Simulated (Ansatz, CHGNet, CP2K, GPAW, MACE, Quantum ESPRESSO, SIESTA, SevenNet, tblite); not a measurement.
# Which run comes nearest? ScB2(011) slab (81 atoms)

The cell holds 81 atoms: 27 Sc and 54 B. Its edges and angles: a = 9.450 Å, b = 14.171 Å, c = 19.031 Å, α = 90.0°, β = 90.0°, γ = 70.5°. It derives from ScB2 (P6/mmm (measured, COD)). P6/mmm (COD entry) ScB2 (cell 3.15, 3.15, 3.52, 90, 90, 120), (011) slab of 3 repeat layers, 3 x 3 surface cells, 14 Å of vacuum; atoms within 1.94 Å of the bottom held; every coordinate displaced by a Gaussian of 0.09 Å. Then every atom was moved at random, 0.05 Å r.m.s. a Cartesian component. Vacuum lies along c.

Geometry: as built.

The reference, a calculation:

- method: Kohn-Sham DFT, PBE, PAW, plane waves (Ansatz 0.2.0); cutoff 420 eV, Γ point, fermi-dirac smearing of 0.05 eV; PAW set soft_2
- r.m.s. force component: 1.457 eV/Å
- longest force: 5 eV/Å
- SCF cycles: 11
- time: 14 s on 8 threads of Arm Neoverse V2, shared host
- CPU time: 1.7 min

Q: Estimate the differences from the reference, the CPU time and the memory of each run.
- SIESTA PBE, DZP, shift 0.01 Ry, mesh 700 Ry (SIESTA 5.4.2; 2 MPI ranks)
- SIESTA PBE, DZ, shift 0.01 Ry, mesh 500 Ry (SIESTA 5.4.2; 1 thread)
- SevenNet l3i5 potential (SevenNet l3i5; 1 thread)
- MACE MP-0b2 small potential (MACE MP-0b2 small; 1 thread)
- CHGNet r2SCAN potential (CHGNet r2SCAN; 1 thread)
- GPAW PBE, plane waves 550 eV (GPAW 26.7.0; 4 MPI ranks)
- CP2K PBE+D3(BJ), DZVP-MOLOPT-SR, 800/50 Ry, diagonalisation (CP2K 2026.2; 4 MPI ranks)
- SIESTA RPBE, PBE potentials, DZP, shift 0.01 Ry, mesh 500 Ry (SIESTA 5.4.2; 2 MPI ranks)
- SIESTA PBE, TZP, shift 0.01 Ry, mesh 500 Ry (SIESTA 5.4.2; 4 MPI ranks)
- tblite IPEA1-xTB (tblite 0.8.0; 1 thread)

Differences are against the plane-wave reference, forces as r.m.s. over components; share is that over the reference's r.m.s. force, slope the least-squares factor from reference forces to these. Total energies of different programs have different zeros and aren't compared.

```csv
run,"Δ force, r.m.s. (meV/Å)",share (%),slope,cores,CPU time,memory (GiB)
reference,-,-,-,8,1.7 min,2.6
"SIESTA PBE, DZP, shift 0.01 Ry, mesh 700 Ry",158,10.8,1.031,2,30 min,4.9
"SIESTA PBE, DZ, shift 0.01 Ry, mesh 500 Ry (coarse)",199,13.6,1.059,1,6.1 min,1.7
SevenNet l3i5 potential,319,21.9,0.983,1,8.8 s,1.4
MACE MP-0b2 small potential,394,27.0,0.977,1,5.4 s,0.67
CHGNet r2SCAN potential,449,30.8,0.867,1,3.9 s,1.3
"GPAW PBE, plane waves 550 eV",6.81,0.467,1.002,4,34 min,3.2
"CP2K PBE+D3(BJ), DZVP-MOLOPT-SR, 800/50 Ry, diagonalisation",41.0,2.81,1.002,4,21 min,11
"SIESTA RPBE, PBE potentials, DZP, shift 0.01 Ry, mesh 500 Ry",153,10.5,1.036,2,17 min,3.0
"SIESTA PBE, TZP, shift 0.01 Ry, mesh 500 Ry",145,9.94,1.020,4,24 min,3.8
tblite IPEA1-xTB,1257,86.3,1.176,1,3.8 s,0.15
```

Rows marked coarse were listed beforehand as settings not expected to be converged; some can still land near the reference.

Times of the machine-learned potentials are mostly Python's start and the loading of weights.

CPU time is summed over cores on a shared host, where runs went side by side, so it is rough. Symmetry, cutoffs, thresholds, outputs and thread counts weren't matched or tuned between programs; memory under MPI is the largest rank's times the ranks.

PBE on plane waves or a grid with other potentials, cutoffs or grids, coarse settings apart, differs from the reference by 0.47 % (GPAW PBE, plane waves 550 eV) of the r.m.s. force; this holds the reference's own error, so differences of a few per cent don't tell which side is nearer the exact PBE result. The PBE runs in local orbitals, coarse settings apart, differ by 9.9 % (SIESTA PBE, TZP, shift 0.01 Ry, mesh 500 Ry) to 11 % (SIESTA PBE, DZP, shift 0.01 Ry, mesh 700 Ry); basis, grid and potentials can all enter. Tight binding differs by 86 % (tblite IPEA1-xTB); it is another model, with fitted parameters of its own, and the xTB methods hold dispersion. Machine-learned potentials differ by 22 % (SevenNet l3i5 potential) to 31 % (CHGNet r2SCAN potential); they were trained on other programs' data, some at another functional. Periodic xTB results under one method name differ between programs and library versions. The electron count is odd in these runs, and they have no spin polarisation, so the unpaired electron is spread evenly over both spins. Machine-learned potentials mimic data converged in k, so the reference's own k-point error enters their differences. The published positions, changed by the recipe (random displacements or longer bonds to H), lie far from the minimum at this level of theory. The electron count is odd and the run has no spin polarisation, so levels at the top are partly filled by construction. The electronic-structure runs sample only Γ, in a cell whose shortest periodic width is 9 Å, which is coarse for a cell with partly filled levels.

[Logs are printed without paths, hosts, clocks, repeated set-up lines and the standing remarks that a program may print on its own settings, such as how far it seeks lower states.]

[Hosts, paths, dates, database ids (printed as entryN), source tags and the programs' standing remarks are cut or masked in the printed files.]
